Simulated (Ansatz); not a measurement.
TlBr, space group Pm-3m, a single point from a YAML input

Run with Ansatz's Python interface.

Input file `tlbr.yaml`:
```yaml
crystal:
  lattice:
    - [3.98, 0.0, 0.0]
    - [0.0, 3.98, 0.0]
    - [0.0, 0.0, 3.98]
  atoms:
    - { symbol: Tl, position: [0.0, 0.0, 0.0] }
    - { symbol: Br, position: [0.5, 0.5, 0.5] }
kpoints:
  mp_grid: { grid: [4, 4, 4] }
hamiltonian:
  xc: r2scan
scf:
  occupations: { method: fixed }
output:
  stress: true
  eigenvalues: true
```

The script, `yaml_run_tlbr.py`:
```python
"""Run a YAML input for TlBr from Python."""

import ansatz as az

outcome = az.Session.from_deck("tlbr.yaml").plan(threads=1).execute()
r = outcome.report

print("%-22s %14.5f eV" % ("F = E - TS", r["free_energy_ev"]))
print("%-22s %14.5f eV" % ("E", r["internal_energy_ev"]))
print("%-22s %14.5f eV" % ("Harris-Foulkes", r["harris_foulkes_ev"]))
print("%-22s %14.5f eV" % ("Fermi level", r["fermi_energy_ev"]))

gap = None if "band_edges_ev" not in r else r["band_edges_ev"][1] - r["band_edges_ev"][0]
print("gap on the k mesh:", "withheld (metal, or smearing too wide to tell)" if gap is None else f"{gap:.3f} eV")
print("lowest empty less highest filled band, by band count:", round(r["gap_by_band_count_ev"], 3), "eV")

print("band  energy (eV)  occupation, at k =", r["kpoints_frac"][0])
for band, (e, occ) in enumerate(zip(r["eigenvalues_ev"][0], r["occupations"][0]), start=1):
    print(f"{band:4d} {e:12.4f} {occ:9.4f}")
```

Running `python yaml_run_tlbr.py` prints:
```text
DeckWarning: basis.ecutwfc = 500 eV, auto-derived from the records' recommended cutoffs: set by Tl (their level for a meta-GGA)
F = E - TS               -14253.37602 eV
E                        -14253.37602 eV
Harris-Foulkes           -14253.37602 eV
Fermi level                   4.85928 eV
gap on the k mesh: 2.292 eV
lowest empty less highest filled band, by band count: 2.292 eV
band  energy (eV)  occupation, at k = [0.0, 0.0, 0.0]
   1      -9.3641    2.0000
   2      -5.6476    2.0000
   3      -5.6476    2.0000
   4      -5.4660    2.0000
   5      -5.4660    2.0000
   6      -5.4660    2.0000
   7       0.2671    2.0000
   8       3.4955    2.0000
   9       3.4955    2.0000
  10       3.4955    2.0000
  11      12.3933    0.0000
  12      12.3933    0.0000
  13      12.5831    0.0000
  14      12.5831    0.0000
```
(Warnings from the package without file and line, repeats left out.)

Notes:
- Total energies depend on the potentials; only differences at equal settings carry meaning. A total without «per atom» is that of the cell as typed.
- Spin-orbit coupling, left out here, can change this gap by several tenths of an eV, and inverted bands can meet off the mesh.
- The zero of the levels is a convention of the potentials, so an absolute Fermi energy is no work function.
- The structure is a deposited one; some such entries were measured under pressure or heat, so a shift against it needn't be the functional's error alone.
- Gaps and levels are Kohn-Sham values on a finite set of k-points, without spin-orbit coupling.
- Run time: 2.7 s on 1 thread of Arm Neoverse V1, on a shared host, peak memory 0.44 GiB.

(Lines on the test bed's own set-up are left out of the output.)
